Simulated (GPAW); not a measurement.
Runs of GPAW 26.7.0 on Co. The structure is hexagonal, space group P6_3/mmc (No. 194). The conventional cell has a = 2.472 Å, b = 2.472 Å, c = 4.021 Å, α = 90.00°, β = 90.00°, γ = 120.00°. Around Co (site symmetry -6m2) lie 12 Co at 2.47 Å. 

```tsv
task	level	cell	k mesh	optimizer	fmax	max steps	convergence	ranks	gap on the mesh (eV)	pressure (GPa)	moment (μB)	relaxed volume (Å³/atom)
relaxation of cell and atoms	PBEsol	relaxed	9 × 9 × 5	BFGS	0.02 eV/Å	60	density=1e-05 forces=0.0001	-	none	-0.1	3.05	(b)
relaxation of cell and atoms	PBEsol+D3	relaxed	9 × 9 × 5	BFGS	0.02 eV/Å	60	density=1e-05 forces=0.0001	-	none	0.0	3.03	(a)
relaxation of cell and atoms	PBEsol+D4	relaxed	9 × 9 × 5	BFGS	0.02 eV/Å	60	density=1e-05 forces=0.0001	-	none	-0.1	3.03	10.23
relaxation of cell and atoms	PBEsol+D3(BJ)+ATM	relaxed	9 × 9 × 5	BFGS	0.02 eV/Å	60	density=1e-05 forces=0.0001	-	none	-0.1	3.03	10.18
```

Alike in all rows: potentials or basis PAW data sets generated in the run's folder for this functional, pw; spin collinear, ferromagnetic start; cutoff (eV) 600; smearing fermi-dirac 0.05 eV.

Fill in the values left out.

(a) 10.14; (b) 10.37.

Caveats: each step starts from the last one's moments, so a moment once lost doesn't come back; later steps reuse the first step's grids; pairwise dispersion overbinds metals, which lowers pressure and volume (some runs).

A gap of «none» marks a metal or a gap under the smearing width.
